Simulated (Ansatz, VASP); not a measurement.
Re: VASP beside Ansatz

Contents of INCAR:

```
SYSTEM = Re
ALGO     = Normal         ! electronic algorithm
EDIFF    = 1E-7           ! SCF threshold, eV
ENCUT    = 520            ! plane-wave cutoff, eV
GGA      = PE             ! functional
ISIF     = 2              ! what is computed and relaxed
ISMEAR   = -1             ! smearing method
LASPH    = .TRUE.         ! aspherical terms in the spheres
LCHARG   = .FALSE.        ! write CHGCAR
LREAL    = .FALSE.        ! projectors in reciprocal space
LWAVE    = .FALSE.        ! write WAVECAR
NBANDS   = 14             ! bands
NELM     = 100            ! most SCF steps
PREC     = Accurate       ! precision mode
SIGMA    = 0.05           ! smearing width, eV
```

Contents of KPOINTS:

```
k-points
0
G
  11 11 6
  0 0 0
```

The input POSCAR:

```
Re
1.0
    2.7790839766      0.0000000000      0.0000000000
   -1.3895419883      2.4067573230      0.0000000000
    0.0000000000      0.0000000000      4.4877253638
Re
2
Direct
    0.6666666667      0.3333333333      0.7500000000
    0.3333333333      0.6666666667      0.2500000000
```

The input input.yaml:

```yaml
crystal:
  lattice:
    - [2.7790839766, 0.0, 0.0]
    - [-1.3895419883, 2.406757323, 0.0]
    - [0.0, 0.0, 4.4877253638]
  atoms:
    - { symbol: Re, position: [0.6666666667, 0.3333333333, 0.75] }
    - { symbol: Re, position: [0.3333333333, 0.6666666667, 0.25] }
hamiltonian:
  xc: pbe
  pseudopotentials: { kind: paw }
kpoints:
  mp_grid: { grid: [11, 11, 6] }
scf:
  occupations: { method: fermi_dirac, width: 0.05 }
output:
  forces: true
  stress: true
  eigenvalues: true
```

Change from the starting cell: volume scaled by 1.02.

Alike in both runs: task single point; functional PBE; k mesh 11 × 11 × 6; occupations fermi-dirac, width 0.05 eV; no spin polarisation.

```csv
,VASP,Ansatz
version,VASP 6.6.1,Ansatz 0.2.0
potentials or method,"VASP PAW PBE potentials, release 64 (Re)",Ansatz PAW
plane-wave cutoff (eV),520,420
valence electrons in the cell,14,30
```

```tsv
	VASP	Ansatz	Ansatz less VASP
gap on the k mesh at the Fermi level (eV)	none	none	-
pressure (GPa)	-1.9	-1.4	+0.55
largest component of the traceless stress (GPa)	0.10	0.24	+0.140
```

A gap of «none» marks a metal or a gap that the smearing closes. The two sets of potentials don't hold the same shells in valence.

The runs have no spin-orbit coupling, so splittings on Re are missing.
